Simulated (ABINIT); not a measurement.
# Pt (Fm-3m) in ABINIT: further runs

The runs below take Pt through equation of state, with PBE.

Everything below comes from runs of ABINIT 10.8.3 (patched build). Logs are shortened: lines on timing, memory, paths and dates and some standing lists are left out, and cuts for length are marked. The log counts tension as positive stress, the text compression.

## (1) Starting point

The structure is cubic, space group Fm-3m (No. 225). Conventional cell: a = 3.922 Å, b = 3.922 Å, c = 3.922 Å, α = 90.00°, β = 90.00°, γ = 90.00°. Around Pt (site symmetry m-3m) lie 12 Pt at 2.77 Å.

## (2) Equation of state, PBE

Input file run.abi:

```
# Datasets: one volume each
ndtset 7
getwfk -1
scalecart1 3*0.9795861087
scalecart2 3*0.9864848297
scalecart3 3*0.9932883884
scalecart4 3*1.0000000000
scalecart5 3*1.0066227096
scalecart6 3*1.0131594038
scalecart7 3*1.0196128224

# Pseudopotentials
pp_dirpath "./"
pseudos "Pt_ONCV_PBE-1.2.upf"

# Structure
acell 3*1.0 Angstrom
rprim
     0.0000000000     1.9609000000     1.9609000000
     1.9609000000     0.0000000000     1.9609000000
     1.9609000000     1.9609000000     0.0000000000
ntypat 1
znucl 78
natom 1
typat 1
xred
     0.0000000000     0.0000000000     0.0000000000

# Plane-wave basis
ecut 35.0

# k points
kptopt 1
ngkpt 12 12 12
nshiftk 1
shiftk 0.0 0.0 0.0

# Exchange and correlation
ixc 11

# Bands and occupations
nband 13
occopt 3
tsmear 0.00183747

# SCF cycle
nstep 100
tolvrs 1.0e-10

# Output
iomode 3
prtwf 1
prtden 0
prteig 0
prtebands 0
```

Potentials or basis: SG15 NC PBE v1.2.

Command:

```
$ abinit run.abi > log 2>&1
```

run.abo:

```text
.Version 10.8.3 of ABINIT
 DATASET    1 : space group Fm -3 m (#225); Bravais cF (face-center cubic)
================================================================================
 Values of the parameters that define the memory need for DATASET  1.
     intxc =       0    ionmov =       0      iscf =       7    lmnmax =       8
     lnmax =       8     mgfft =      30  mpssoang =       4    mqgrid =    3001
     natom =       1  nloc_mem =       1    nspden =       1   nspinor =       1
    nsppol =       1      nsym =      48    n1xccc =       0    ntypat =       1
    occopt =       3   xclevel =       2
       mpw =         958          nfft =       27000          nkpt =          72
================================================================================
================================================================================
[... 61 lines left out ...]
 DATASET    7 : space group Fm -3 m (#225); Bravais cF (face-center cubic)
================================================================================
 Values of the parameters that define the memory need for DATASET  7.
     intxc =       0    ionmov =       0      iscf =       7    lmnmax =       8
     lnmax =       8     mgfft =      30  mpssoang =       4    mqgrid =    3001
     natom =       1  nloc_mem =       1    nspden =       1   nspinor =       1
    nsppol =       1      nsym =      48    n1xccc =       0    ntypat =       1
    occopt =       3   xclevel =       2
       mpw =        1079          nfft =       27000          nkpt =          72
================================================================================
================================================================================

--------------------------------------------------------------------------------
------------- Echo of variables that govern the present computation ------------
--------------------------------------------------------------------------------
 -outvars: echo values of preprocessed input variables --------
            acell      1.8897261259E+00  1.8897261259E+00  1.8897261259E+00 Bohr
              amu      1.95080000E+02
             ecut      3.50000000E+01 Hartree
           getwfk          -1
                       outvar_i_n : Printing only first  50 k-points.
              ixc          11
           jdtset        1    2    3    4    5    6    7
                       outvar_i_n : Printing only first  50 k-points.
         kptrlatt       12    0    0      0   12    0      0    0   12
          kptrlen1     6.16017678E+01
          kptrlen2     6.20355974E+01
          kptrlen3     6.24634426E+01
          kptrlen4     6.28855057E+01
          kptrlen5     6.33019781E+01
          kptrlen6     6.37130415E+01
          kptrlen7     6.41188680E+01
            natom           1
            nband          13
           ndtset           7
            ngfft          30      30      30
             nkpt          72
            nstep         100
             nsym          48
           ntypat           1
                       prtocc : prtvol=0, do not print more k-points.
           occopt           3
           prtden           0
        prtebands           0
           prteig           0
            rprim1     0.0000000000E+00  1.9208704005E+00  1.9208704005E+00
                       1.9208704005E+00  0.0000000000E+00  1.9208704005E+00
                       1.9208704005E+00  1.9208704005E+00  0.0000000000E+00
            rprim2     0.0000000000E+00  1.9343981026E+00  1.9343981026E+00
                       1.9343981026E+00  0.0000000000E+00  1.9343981026E+00
                       1.9343981026E+00  1.9343981026E+00  0.0000000000E+00
            rprim3     0.0000000000E+00  1.9477392008E+00  1.9477392008E+00
                       1.9477392008E+00  0.0000000000E+00  1.9477392008E+00
                       1.9477392008E+00  1.9477392008E+00  0.0000000000E+00
            rprim4     0.0000000000E+00  1.9609000000E+00  1.9609000000E+00
                       1.9609000000E+00  0.0000000000E+00  1.9609000000E+00
                       1.9609000000E+00  1.9609000000E+00  0.0000000000E+00
            rprim5     0.0000000000E+00  1.9738864713E+00  1.9738864713E+00
                       1.9738864713E+00  0.0000000000E+00  1.9738864713E+00
                       1.9738864713E+00  1.9738864713E+00  0.0000000000E+00
            rprim6     0.0000000000E+00  1.9867042749E+00  1.9867042749E+00
                       1.9867042749E+00  0.0000000000E+00  1.9867042749E+00
                       1.9867042749E+00  1.9867042749E+00  0.0000000000E+00
            rprim7     0.0000000000E+00  1.9993587834E+00  1.9993587834E+00
                       1.9993587834E+00  0.0000000000E+00  1.9993587834E+00
                       1.9993587834E+00  1.9993587834E+00  0.0000000000E+00
          spgroup         225
           tolvrs      1.00000000E-10
           tsmear      1.83747000E-03 Hartree
            typat      1
                       outvars : Printing only first  50 k-points.
            znucl       78.00000

================================================================================

 chkinp: Checking input parameters for consistency, jdtset=   1.

 chkinp: Checking input parameters for consistency, jdtset=   2.

 chkinp: Checking input parameters for consistency, jdtset=   3.

 chkinp: Checking input parameters for consistency, jdtset=   4.
[... 22 lines left out ...]
 Real(R)+Recip(G) space primitive vectors, cartesian coordinates (Bohr,Bohr^-1):
 R(1)=  0.0000000  3.6299190  3.6299190  G(1)= -0.1377441  0.1377441  0.1377441
 R(2)=  3.6299190  0.0000000  3.6299190  G(2)=  0.1377441 -0.1377441  0.1377441
 R(3)=  3.6299190  3.6299190  0.0000000  G(3)=  0.1377441  0.1377441 -0.1377441
 Unit cell volume ucvol=  9.5657889E+01 bohr^3
 Angles (23,13,12)=  6.00000000E+01  6.00000000E+01  6.00000000E+01 degrees

 getcut: wavevector=  0.0000  0.0000  0.0000  ngfft=  30  30  30
         ecut(hartree)=     35.000   => boxcut(ratio)=   2.19681

--- Pseudopotential description ------------------------------------------------
- pspini: atom type   1  psp file is ./Pt_ONCV_PBE-1.2.upf
12 -101130 3 -1 602                           pspcod,pspxc,lmax,lloc,mmax
     nproj     2     2     2     2

   4.27997383E+02                                ecore*ucvol(ha*bohr**3)
--------------------------------------------------------------------------------

================================================================================

--- !BeginCycle
iteration_state: {dtset: 1, }
solver: {iscf: 7, nstep: 100, nline: 4, wfoptalg: 0, }
tolerances: {tolvrs: 1.00E-10, }
...

     iter   Etot(hartree)      deltaE(h)  residm     vres2
 ETOT  1  -121.27627510025    -1.213E+02 4.925E-01 1.662E+00
 ETOT  2  -121.30441820448    -2.814E-02 1.288E-02 1.319E+00
 ETOT  3  -121.30474198925    -3.238E-04 1.921E-03 7.459E-03
 ETOT  4  -121.30474357179    -1.583E-06 1.982E-03 1.860E-04
 ETOT  5  -121.30474361915    -4.736E-08 5.485E-05 1.264E-05
 ETOT  6  -121.30474362209    -2.939E-09 2.754E-04 4.256E-08
 ETOT  7  -121.30474362210    -8.967E-12 7.236E-06 9.559E-12
[... 945 lines left out ...]
 Cartesian components of stress tensor (hartree/bohr^3)
  sigma(1 1)=  1.45189419E-04  sigma(3 2)=  0.00000000E+00
  sigma(2 2)=  1.45189419E-04  sigma(3 1)=  0.00000000E+00
  sigma(3 3)=  1.45189419E-04  sigma(2 1)=  0.00000000E+00

-Cartesian components of stress tensor (GPa)         [Pressure= -4.2716E+00 GPa]
- sigma(1 1)=  4.27162019E+00  sigma(3 2)=  0.00000000E+00
- sigma(2 2)=  4.27162019E+00  sigma(3 1)=  0.00000000E+00
- sigma(3 3)=  4.27162019E+00  sigma(2 1)=  0.00000000E+00

== END DATASET(S) ==============================================================
================================================================================

 -outvars: echo values of variables after computation  --------
            acell      1.8897261259E+00  1.8897261259E+00  1.8897261259E+00 Bohr
           etotal1    -1.2130474362E+02
           etotal2    -1.2130674414E+02
           etotal3    -1.2130820819E+02
           etotal4    -1.2130919707E+02
           etotal5    -1.2130976509E+02
           etotal6    -1.2130996083E+02
           etotal7    -1.2130982654E+02
            fcart1    -0.0000000000E+00 -0.0000000000E+00 -0.0000000000E+00
            fcart2    -0.0000000000E+00 -0.0000000000E+00 -0.0000000000E+00
            fcart3    -0.0000000000E+00 -0.0000000000E+00 -0.0000000000E+00
            fcart4    -0.0000000000E+00 -0.0000000000E+00 -0.0000000000E+00
            fcart5    -0.0000000000E+00 -0.0000000000E+00 -0.0000000000E+00
            fcart6    -0.0000000000E+00 -0.0000000000E+00 -0.0000000000E+00
            fcart7    -0.0000000000E+00 -0.0000000000E+00 -0.0000000000E+00
            rprim1     0.0000000000E+00  1.9208704005E+00  1.9208704005E+00
                       1.9208704005E+00  0.0000000000E+00  1.9208704005E+00
                       1.9208704005E+00  1.9208704005E+00  0.0000000000E+00
            rprim2     0.0000000000E+00  1.9343981026E+00  1.9343981026E+00
                       1.9343981026E+00  0.0000000000E+00  1.9343981026E+00
                       1.9343981026E+00  1.9343981026E+00  0.0000000000E+00
            rprim3     0.0000000000E+00  1.9477392008E+00  1.9477392008E+00
                       1.9477392008E+00  0.0000000000E+00  1.9477392008E+00
[... 9 lines left out ...]
                       1.9867042749E+00  1.9867042749E+00  0.0000000000E+00
            rprim7     0.0000000000E+00  1.9993587834E+00  1.9993587834E+00
                       1.9993587834E+00  0.0000000000E+00  1.9993587834E+00
                       1.9993587834E+00  1.9993587834E+00  0.0000000000E+00
           strten1    -1.1195947610E-03 -1.1195947610E-03 -1.1195947610E-03
                       0.0000000000E+00  0.0000000000E+00  0.0000000000E+00
           strten2    -8.4023926445E-04 -8.4023926445E-04 -8.4023926445E-04
                       0.0000000000E+00  0.0000000000E+00  0.0000000000E+00
           strten3    -5.9262032333E-04 -5.9262032333E-04 -5.9262032333E-04
                       0.0000000000E+00  0.0000000000E+00  0.0000000000E+00
           strten4    -3.7312957354E-04 -3.7312957354E-04 -3.7312957354E-04
                       0.0000000000E+00  0.0000000000E+00  0.0000000000E+00
           strten5    -1.7874676368E-04 -1.7874676368E-04 -1.7874676368E-04
                       0.0000000000E+00  0.0000000000E+00  0.0000000000E+00
           strten6    -6.8003038219E-06 -6.8003038219E-06 -6.8003038219E-06
                       0.0000000000E+00  0.0000000000E+00  0.0000000000E+00
           strten7     1.4518941932E-04  1.4518941932E-04  1.4518941932E-04
                       0.0000000000E+00  0.0000000000E+00  0.0000000000E+00
 Calculation completed.
```

Wall time 2.7 min (1 thread of Arm Neoverse V1, shared host); peak memory 0.1 GiB.

What came out:

* Equilibrium volume: 15.71 Å³/atom
* Bulk modulus: 246 GPa
* Pressure derivative of the bulk modulus: 5.3

Energy against volume, from the lowest point:
```tsv
volume (Å³/atom)	energy (meV/atom)
14.175	141.97
14.477	87.53
14.778	47.69
15.080	20.78
15.381	5.33
15.683	0.00
15.985	3.65
```

Caveat: pressures at fixed basis lie under the slope of the energies.

## (3) Equation of state, PBE

run.abi: that of step 2 with these lines changed.

```diff
@@ -13,3 +13,3 @@
 pp_dirpath "./"
-pseudos "Pt_ONCV_PBE-1.2.upf"
+pseudos "Pt.upf"
 
@@ -29,3 +29,3 @@
 # Plane-wave basis
-ecut 35.0
+ecut 42.0
```

Potentials or basis: Ansatz NC PBE.

Command:

```
$ abinit run.abi > log 2>&1
```

Wall time 3.3 min (1 thread of Arm Neoverse V1, shared host); peak memory 0.11 GiB.

Results (log left out):

* Equilibrium volume: 15.66 Å³/atom
* Bulk modulus: 248 GPa
* Pressure derivative of the bulk modulus: 5.3

Energy against volume, from the lowest point:
```tsv
volume (Å³/atom)	energy (meV/atom)
14.175	135.00
14.477	82.05
14.778	43.64
15.080	18.12
15.381	4.01
15.683	0.00
15.985	4.91
```

Caveat: pressures at fixed basis lie under the slope of the energies. PBE usually gives volumes a little too large and moduli too small.

## (4) Equation of state, PBE

run.abi: that of step 3 with these lines changed.

```diff
@@ -13,3 +13,3 @@
 pp_dirpath "./"
-pseudos "Pt.upf"
+pseudos "78_Pt_18_2.2_2.4_pbe_n_v1.0.psp8"
 
@@ -29,3 +29,3 @@
 # Plane-wave basis
-ecut 42.0
+ecut 22.0
```

Potentials or basis: SPMS NC PBE v1.0.

Command:

```
$ abinit run.abi > log 2>&1
```

run.abo:

```text
.Version 10.8.3 of ABINIT
 DATASET    1 : space group Fm -3 m (#225); Bravais cF (face-center cubic)
================================================================================
 Values of the parameters that define the memory need for DATASET  1.
     intxc =       0    ionmov =       0      iscf =       7    lmnmax =       8
     lnmax =       8     mgfft =      24  mpssoang =       4    mqgrid =    3001
     natom =       1  nloc_mem =       1    nspden =       1   nspinor =       1
    nsppol =       1      nsym =      48    n1xccc =    2501    ntypat =       1
    occopt =       3   xclevel =       2
       mpw =         495          nfft =       13824          nkpt =          72
================================================================================
================================================================================
[... 61 lines left out ...]
 DATASET    7 : space group Fm -3 m (#225); Bravais cF (face-center cubic)
================================================================================
 Values of the parameters that define the memory need for DATASET  7.
     intxc =       0    ionmov =       0      iscf =       7    lmnmax =       8
     lnmax =       8     mgfft =      24  mpssoang =       4    mqgrid =    3001
     natom =       1  nloc_mem =       1    nspden =       1   nspinor =       1
    nsppol =       1      nsym =      48    n1xccc =    2501    ntypat =       1
    occopt =       3   xclevel =       2
       mpw =         541          nfft =       13824          nkpt =          72
================================================================================
================================================================================
[... 1094 lines left out ...]
            acell      1.8897261259E+00  1.8897261259E+00  1.8897261259E+00 Bohr
           etotal1    -1.2930644969E+02
           etotal2    -1.2930834982E+02
           etotal3    -1.2930971815E+02
           etotal4    -1.2931061482E+02
           etotal5    -1.2931109437E+02
           etotal6    -1.2931120461E+02
           etotal7    -1.2931098827E+02
            fcart1    -0.0000000000E+00 -0.0000000000E+00 -0.0000000000E+00
            fcart2    -0.0000000000E+00 -0.0000000000E+00 -0.0000000000E+00
            fcart3    -0.0000000000E+00 -0.0000000000E+00 -0.0000000000E+00
            fcart4    -0.0000000000E+00 -0.0000000000E+00 -0.0000000000E+00
            fcart5    -0.0000000000E+00 -0.0000000000E+00 -0.0000000000E+00
            fcart6    -0.0000000000E+00 -0.0000000000E+00 -0.0000000000E+00
            fcart7    -0.0000000000E+00 -0.0000000000E+00 -0.0000000000E+00
            rprim1     0.0000000000E+00  1.9208704005E+00  1.9208704005E+00
                       1.9208704005E+00  0.0000000000E+00  1.9208704005E+00
                       1.9208704005E+00  1.9208704005E+00  0.0000000000E+00
[... 17 lines left out ...]
                       1.9993587834E+00  1.9993587834E+00  0.0000000000E+00
           strten1    -1.0715354701E-03 -1.0715354701E-03 -1.0715354701E-03
                       0.0000000000E+00  0.0000000000E+00  0.0000000000E+00
           strten2    -7.9424483774E-04 -7.9424483774E-04 -7.9424483774E-04
                       0.0000000000E+00  0.0000000000E+00  0.0000000000E+00
           strten3    -5.4855933470E-04 -5.4855933470E-04 -5.4855933470E-04
                       0.0000000000E+00  0.0000000000E+00  0.0000000000E+00
           strten4    -3.3085630202E-04 -3.3085630202E-04 -3.3085630202E-04
                       0.0000000000E+00  0.0000000000E+00  0.0000000000E+00
           strten5    -1.3813305524E-04 -1.3813305524E-04 -1.3813305524E-04
                       0.0000000000E+00  0.0000000000E+00  0.0000000000E+00
           strten6     3.2306985768E-05  3.2306985768E-05  3.2306985768E-05
                       0.0000000000E+00  0.0000000000E+00  0.0000000000E+00
           strten7     1.8284874234E-04  1.8284874234E-04  1.8284874234E-04
                       0.0000000000E+00  0.0000000000E+00  0.0000000000E+00
 Calculation completed.
```

Wall time 78 s (1 thread of Arm Neoverse V1, shared host); peak memory 0.09 GiB.

Results:

```
Equilibrium volume                      : 15.63 Å³/atom
Bulk modulus                            : 250 GPa
Pressure derivative of the bulk modulus : 5.3
```

Energy against volume, from the lowest point:
```tsv
volume (Å³/atom)	energy (meV/atom)
14.175	129.39
14.477	77.68
14.778	40.45
15.080	16.05
15.381	3.00
15.683	0.00
15.985	5.89
```

Caveat: pressures at fixed basis lie under the slope of the energies. PBE usually gives volumes a little too large and moduli too small.

## (5) Equation of state, PBE

run.abi: that of step 4 with these lines changed.

```diff
@@ -13,3 +13,3 @@
 pp_dirpath "./"
-pseudos "78_Pt_18_2.2_2.4_pbe_n_v1.0.psp8"
+pseudos "Pt.GGA_PBE-JTH.xml"
 
@@ -29,3 +29,5 @@
 # Plane-wave basis
-ecut 22.0
+ecut 16.0
+pawecutdg 32.0
+pawxcdev 0
 
@@ -41,3 +43,3 @@
 # Bands and occupations
-nband 13
+nband 9
 occopt 3
@@ -47,3 +49,3 @@
 nstep 100
-tolvrs 1.0e-10
+tolvrs 1.0e-9
```

Potentials or basis: JTH PAW PBE v2.0.

Command:

```
$ abinit run.abi > log 2>&1
```

Run time: 64 s. Hardware: 1 thread of Arm Neoverse V1, shared host; peak memory 0.13 GiB.

The run converged. Its results:

| Property | Result |
| --- | --- |
| Equilibrium volume | 15.70 Å³/atom |
| Bulk modulus | 249 GPa |
| Pressure derivative of the bulk modulus | 5.4 |

Energy against volume, from the lowest point:
| volume (Å³/atom) | energy (meV/atom) |
| --- | --- |
| 14.175 | 143.72 |
| 14.477 | 88.46 |
| 14.778 | 48.09 |
| 15.080 | 20.88 |
| 15.381 | 5.28 |
| 15.683 | 0.00 |
| 15.985 | 3.80 |

Caveat: pressures at fixed basis lie under the slope of the energies.

## (6) Summary

```csv
potentials or basis,cutoff (eV),fine-grid cutoff,V0 of scaled cells (Å³/atom),B0 (GPa)
SG15 NC PBE v1.2,952,-,15.71,246
Ansatz NC PBE,1143,-,15.66,248
SPMS NC PBE v1.0,599,-,15.63,250
JTH PAW PBE v2.0,435,870.764 eV,15.70,249
```

Alike in all rows: task equation of state; level PBE; no spin polarisation; cell as given; k mesh 12 × 12 × 12; smearing fermi-dirac 0.05 eV.

Caveats: pressures at fixed basis lie under the slope of the energies.

Total energies depend on the potentials used, so only differences within one code and one set of settings carry meaning.
